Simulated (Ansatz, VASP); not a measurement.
# Mg: VASP beside Ansatz

The input INCAR:

```
SYSTEM = Mg
PREC     = Accurate       ! precision mode
ENCUT    = 520            ! plane-wave cutoff, eV
EDIFF    = 1E-6           ! SCF threshold, eV
ISMEAR   = -1             ! smearing method
SIGMA    = 0.1            ! smearing width, eV
LREAL    = .FALSE.        ! projectors in reciprocal space
LASPH    = .TRUE.         ! aspherical terms in the spheres
NELM     = 60             ! most SCF steps
ALGO     = Normal         ! electronic algorithm
ISIF     = 2              ! what is computed and relaxed
LWAVE    = .FALSE.        ! write WAVECAR
LCHARG   = .TRUE.         ! write CHGCAR
GGA      = PE             ! functional
LELF     = .TRUE.         ! ELF
LVHAR    = .TRUE.       
NBANDS   = 7              ! bands
```

Contents of KPOINTS:

```
regular mesh
0
G
  14 14 14
  0 0 0
```

Contents of POSCAR:

```
Mg
1.0
    0.0000000000      2.3494088073      2.3494088073
    2.3494088073      0.0000000000      2.3494088073
    2.3494088073      2.3494088073      0.0000000000
Mg
1
Direct
    0.0000000000      0.0000000000      0.0000000000
```

Input for Ansatz:

```yaml
crystal:
  lattice:
    - [0.0, 2.3494088073, 2.3494088073]
    - [2.3494088073, 0.0, 2.3494088073]
    - [2.3494088073, 2.3494088073, 0.0]
  atoms:
    - { symbol: Mg, position: [0.0, 0.0, 0.0] }
hamiltonian:
  xc: pbe
  pseudopotentials:
    kind: paw
    azcp:
      Mg: "pseudopotentials/Mg.paw.azcp"
basis:
  ecutwfc: 420
  fft_grid_basis: typed
kpoints:
  mp_grid: { grid: [14, 14, 14], shift: [0, 0, 0] }
magnetization:
  spin_polarized: false
scf:
  occupations: { method: fermi_dirac, width: 0.1 }
  lower_state_search: "off"
output:
  stress: true
```

Alike in both runs: task single point; functional PBE; k mesh 14 × 14 × 14; occupations fermi-dirac, width 0.1 eV; no spin polarisation.

|  | VASP | Ansatz |
| --- | --- | --- |
| version | VASP 6.6.1 | Ansatz 0.2.0 |
| potentials or method | VASP PAW PBE potentials, release 64 (Mg) | plane waves (420 eV) with PAW, scalar-relativistic |
| plane-wave cutoff (eV) | 520 | 420 |
| valence electrons in the cell | 2 | 10 |

|  | VASP | Ansatz | Ansatz less VASP |
| --- | --- | --- | --- |
| pressure (GPa) | -3.3 | -3.2 | +0.11 |

The two sets of potentials don't hold the same shells in valence.
